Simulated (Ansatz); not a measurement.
# C62N (NV centre in diamond, charge -1, 64-site cell): the cost of one run

Method: DFT PBE, scalar-relativistic, plane waves, PAW, and further levels as typed in the inputs, in Ansatz 0.2.0.

### 1 The starting structure

The structure is trigonal, space group R3m (No. 160). Conventional cell: a = 10.057 Å, b = 10.057 Å, c = 12.317 Å, α = 90.00°, β = 90.00°, γ = 120.00°. N (site symmetry 3m) has 3 C at 1.54 Å as nearest neighbours. Around C (site symmetry m) lie 3 C at 1.54 Å. Around C (site symmetry m) lie 4 C at 1.54 Å. C (site symmetry 1) is surrounded by 4 C at 1.54 Å. C (site symmetry m) is surrounded by 1 N at 1.54 Å and 3 C at 1.54 Å. Only part of the 19 independent sites is listed.

The input asks for a charge of -1 e on the cell.

Coordinates:

```cif
data_structure
_symmetry_space_group_name_H-M 'R3m:H'
_symmetry_Int_Tables_number 160
_cell_length_a 10.0571
_cell_length_b 10.0571
_cell_length_c 12.3174
_cell_angle_alpha 90.000
_cell_angle_beta 90.000
_cell_angle_gamma 120.000
_cell_volume 1078.93
loop_
_atom_site_label
_atom_site_type_symbol
_atom_site_symmetry_multiplicity
_atom_site_Wyckoff_symbol
_atom_site_fract_x
_atom_site_fract_y
_atom_site_fract_z
_atom_site_occupancy
N1 N 3 a 0.00000 0.00000 0.62500 1
C1 C 9 b 0.16667 0.08333 0.45833 1
C2 C 9 b 0.16667 0.08333 0.33333 1
C3 C 18 c 0.00000 0.75000 0.50000 1
C4 C 9 b 0.83333 0.91667 0.66667 1
C5 C 9 b 0.66667 0.83333 0.45833 1
C6 C 9 b 0.83333 0.91667 0.29167 1
C7 C 18 c 0.00000 0.75000 0.62500 1
C8 C 9 b 0.66667 0.83333 0.33333 1
C9 C 9 b 0.83333 0.66667 0.29167 1
C10 C 18 c 0.66667 0.58333 0.45833 1
C11 C 9 b 0.83333 0.91667 0.79167 1
C12 C 9 b 0.83333 0.91667 0.16667 1
C13 C 18 c 0.66667 0.58333 0.33333 1
C14 C 9 b 0.50000 0.75000 0.50000 1
C15 C 3 a 0.00000 0.00000 0.12500 1
C16 C 9 b 0.50000 0.75000 0.62500 1
C17 C 9 b 0.83333 0.66667 0.16667 1
C18 C 3 a 0.00000 0.00000 0.00000 1
```

### 2 Ground state, relaxed

Input file input.yaml:

```yaml
crystal:
  lattice:
    - [7.11144, 0.0, 0.0]
    - [0.0, 7.11144, 0.0]
    - [0.0, 0.0, 7.11144]
  atoms:
    - { symbol: "N", position: [0.625, 0.625, 0.625] }
    - { symbol: C, position: [0.625, 0.375, 0.375], spin: 0.666667 }
    - { symbol: C, position: [0.375, 0.625, 0.375], spin: 0.666667 }
    - { symbol: C, position: [0.375, 0.375, 0.625], spin: 0.666666 }
    - { symbol: C, position: [0.5, 0.25, 0.25] }
    - { symbol: C, position: [0.5, 0.25, 0.75] }
    - { symbol: C, position: [0.5, 0.75, 0.25] }
    - { symbol: C, position: [0.5, 0.75, 0.75] }
    - { symbol: C, position: [0.25, 0.5, 0.25] }
    - { symbol: C, position: [0.25, 0.5, 0.75] }
    - { symbol: C, position: [0.75, 0.5, 0.25] }
    - { symbol: C, position: [0.75, 0.5, 0.75] }
    - { symbol: C, position: [0.25, 0.25, 0.5] }
    - { symbol: C, position: [0.25, 0.75, 0.5] }
    - { symbol: C, position: [0.75, 0.25, 0.5] }
    - { symbol: C, position: [0.75, 0.75, 0.5] }
    - { symbol: C, position: [0.125, 0.625, 0.625] }
    - { symbol: C, position: [0.625, 0.125, 0.625] }
    - { symbol: C, position: [0.625, 0.625, 0.125] }
    - { symbol: C, position: [0.125, 0.375, 0.375] }
    - { symbol: C, position: [0.625, 0.375, 0.875] }
    - { symbol: C, position: [0.625, 0.875, 0.375] }
    - { symbol: C, position: [0.375, 0.125, 0.375] }
    - { symbol: C, position: [0.375, 0.625, 0.875] }
    - { symbol: C, position: [0.875, 0.625, 0.375] }
    - { symbol: C, position: [0.375, 0.375, 0.125] }
    - { symbol: C, position: [0.375, 0.875, 0.625] }
    - { symbol: C, position: [0.875, 0.375, 0.625] }
    - { symbol: C, position: [0.0, 0.5, 0.5] }
    - { symbol: C, position: [0.5, 0.0, 0.5] }
    - { symbol: C, position: [0.5, 0.5, 0.0] }
    - { symbol: C, position: [0.125, 0.125, 0.625] }
    - { symbol: C, position: [0.125, 0.625, 0.125] }
    - { symbol: C, position: [0.625, 0.125, 0.125] }
    - { symbol: C, position: [0.125, 0.375, 0.875] }
    - { symbol: C, position: [0.125, 0.875, 0.375] }
    - { symbol: C, position: [0.625, 0.875, 0.875] }
    - { symbol: C, position: [0.375, 0.125, 0.875] }
    - { symbol: C, position: [0.875, 0.125, 0.375] }
    - { symbol: C, position: [0.875, 0.625, 0.875] }
    - { symbol: C, position: [0.375, 0.875, 0.125] }
    - { symbol: C, position: [0.875, 0.375, 0.125] }
    - { symbol: C, position: [0.875, 0.875, 0.625] }
    - { symbol: C, position: [0.0, 0.25, 0.25] }
    - { symbol: C, position: [0.0, 0.25, 0.75] }
    - { symbol: C, position: [0.0, 0.75, 0.25] }
    - { symbol: C, position: [0.0, 0.75, 0.75] }
    - { symbol: C, position: [0.25, 0.0, 0.25] }
    - { symbol: C, position: [0.25, 0.0, 0.75] }
    - { symbol: C, position: [0.75, 0.0, 0.25] }
    - { symbol: C, position: [0.75, 0.0, 0.75] }
    - { symbol: C, position: [0.25, 0.25, 0.0] }
    - { symbol: C, position: [0.25, 0.75, 0.0] }
    - { symbol: C, position: [0.75, 0.25, 0.0] }
    - { symbol: C, position: [0.75, 0.75, 0.0] }
    - { symbol: C, position: [0.125, 0.125, 0.125] }
    - { symbol: C, position: [0.125, 0.875, 0.875] }
    - { symbol: C, position: [0.875, 0.125, 0.875] }
    - { symbol: C, position: [0.875, 0.875, 0.125] }
    - { symbol: C, position: [0.0, 0.0, 0.5] }
    - { symbol: C, position: [0.0, 0.5, 0.0] }
    - { symbol: C, position: [0.5, 0.0, 0.0] }
    - { symbol: C, position: [0.0, 0.0, 0.0] }
magnetization:
  spin_polarized: true
total_charge: -1
scf:
  occupations: { method: explicit, values: { up: [[1, 1, 1]], down: [[1, 0, 0]] } }
  n_extra_bands: 6
output:
  forces: true
  stress: true
  eigenvalues: true
kpoints:
  mp_grid: { grid: [1, 1, 1] }
hamiltonian:
  xc: pbe
relax:
  f_tol: 0.005
  max_steps: 60
```

On the command line:

```console
$ ansatz run input.yaml --threads 8 --pin off --max-ram 18432MiB --backend cpu --events-out ev --progress --plain --runs-dir out
```

**Question.** How long does this run take on 8 threads of Arm Neoverse V1, shared host, and how much memory does it need?

About 8.3 s, with a peak of 0.62 GiB.
